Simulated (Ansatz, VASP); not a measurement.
Two plane-wave programs on SiN

```
Si N
1.0
     2.75486    0.00000    0.00000
    -1.37743    2.38578    0.00000
     0.00000    0.00000    2.66341
Si N
1 1
Direct
  0.00000 0.00000 0.00000
  0.66667 0.33333 0.50000
```

Alike in both runs: functional PBE; k mesh 6 × 6 × 6; occupations gaussian, width 0.1 eV; no spin polarisation.

Ansatz relaxed the structure, and its values are those at the end. VASP's run is a single point on that final structure, the one shown.

```csv
,VASP,Ansatz
version,VASP 6.6.1,Ansatz 0.2.0
potentials or method,"VASP PAW PBE potentials, release 64 (Si, N)","scalar-relativistic, plane waves, PAW"
plane-wave cutoff (eV),520,420
valence electrons in the cell,9,9
```

```csv
,VASP,Ansatz,Ansatz less VASP
gap on the k mesh at the Fermi level (eV),none,none,-
pressure (GPa),0.1,0.0,-0.08
```

A gap of «none» marks a metal or a gap that the smearing closes. The functional is the same, so the differences come from potentials, cutoffs and numerics.

Caveats: the k mesh is coarse (spacing up to 0.44 Å⁻¹), so the values aren't converged.
